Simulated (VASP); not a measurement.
Set up this calculation in VASP 6.6.1, as the native input.

```
Task                   : single point
Functional             : PBE
Potentials or basis    : VASP PAW PBE potentials, release 64 (Al, P)
Cutoff                 : 520 eV
k mesh                 : 6 × 6 × 6
Occupations            : gaussian, width 0.1 eV
Spin                   : no spin polarisation
Dipole correction      : no
Further INCAR settings : ALGO = Normal; EDIFF = 1e-07; NBANDS = 11
```

The structure of AlP lies in POSCAR:

```
AlP
1.0
    0.0000000000     -2.7255000000     -2.7255000000
    2.7255000000      0.0000000000     -2.7255000000
    2.7255000000     -2.7255000000      0.0000000000
Al P
1 1
Direct
    0.0000000000      0.0000000000      0.0000000000
    0.7500000000      0.7500000000      0.7500000000
```

The input as run:

INCAR

```
ALGO     = Normal         # electronic algorithm
EDIFF    = 1E-7           # SCF threshold, eV
ENCUT    = 520            # plane-wave cutoff, eV
GGA      = PE             # functional
ISIF     = 2              # what is computed and relaxed
ISMEAR   = 0              # smearing method
LASPH    = True           # aspherical terms in the spheres
LCHARG   = False          # write CHGCAR
LREAL    = False          # projectors in reciprocal space
LWAVE    = False          # write WAVECAR
NBANDS   = 11             # bands
NELM     = 80             # most SCF steps
PREC     = Accurate       # precision mode
SIGMA    = 0.1            # smearing width, eV
```

KPOINTS

```
k-points
0
Gamma
  6 6 6
```

Potentials or basis: VASP PAW PBE potentials, release 64 (Al, P).

Run with:

```console
$ cat potpaw_PBE.64/Al/POTCAR potpaw_PBE.64/P/POTCAR > POTCAR
$ mpirun -np 1 vasp_std > vasp.out
```

Results of the run:

```
Pressure               : 2.7 GPa
Band gap on the k mesh : 1.57 eV, indirect (least direct gap 3.35 eV)
```

Wall time 6.9 s on 1 thread of AMD EPYC 9R45 (Zen 5), with other jobs on the host, peak memory 0.12 GiB.
